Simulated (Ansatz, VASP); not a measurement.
One calculation of BP, two programs

INCAR

```
PREC = Accurate ; ENCUT = 520
EDIFF = 1E-6 ; ISMEAR = 0
SIGMA = 0.02 ; LREAL = False
LASPH = True ; NELM = 60
ALGO = Normal ; ISIF = 2
LWAVE = False ; LCHARG = True
GGA = PE ; LELF = True
LVHAR = True ; NBANDS = 11
```

KPOINTS

```
Automatic mesh
0
Gamma
  10 10 10
```

POSCAR

```
BP
1.0
    0.0000000000      2.3494360500      2.3494360500
    2.3494360500      0.0000000000      2.3494360500
    2.3494360500      2.3494360500      0.0000000000
B P
1 1
Direct
    0.0000000000      0.0000000000      0.0000000000
    0.7500000000      0.7500000000      0.7500000000
```

Input for Ansatz:

```yaml
crystal:
  lattice:
    - [0.0, 2.34943605, 2.34943605]
    - [2.34943605, 0.0, 2.34943605]
    - [2.34943605, 2.34943605, 0.0]
  atoms:
    - { symbol: B, position: [0.0, 0.0, 0.0] }
    - { symbol: P, position: [0.75, 0.75, 0.75] }
basis:
  ecutwfc: 420
kpoints:
  mp_grid: { grid: [10, 10, 10] }
hamiltonian:
  xc: pbe
scf:
  occupations: { method: gaussian, width: 0.02 }
output:
  forces: true
  stress: true
  eigenvalues: true
```

Alike in both runs: task single point; functional PBE; k mesh 10 × 10 × 10; occupations gaussian, width 0.02 eV; no spin polarisation.

|  | VASP | Ansatz |
| --- | --- | --- |
| version | VASP 6.6.1 | Ansatz 0.2.0 |
| potentials or method | VASP PAW PBE potentials, release 64 (B, P) | scalar-relativistic, plane waves, PAW |
| plane-wave cutoff (eV) | 520 | 420 |
| valence electrons in the cell | 8 | 8 |

```csv
,VASP,Ansatz,Ansatz less VASP
gap on the k mesh at the Fermi level (eV),1.38,1.38,+0.003
least direct gap on the mesh (eV),3.27,3.27,+0.002
pressure (GPa),-13.3,-13.1,+0.16
```

A k mesh can miss the band edges.
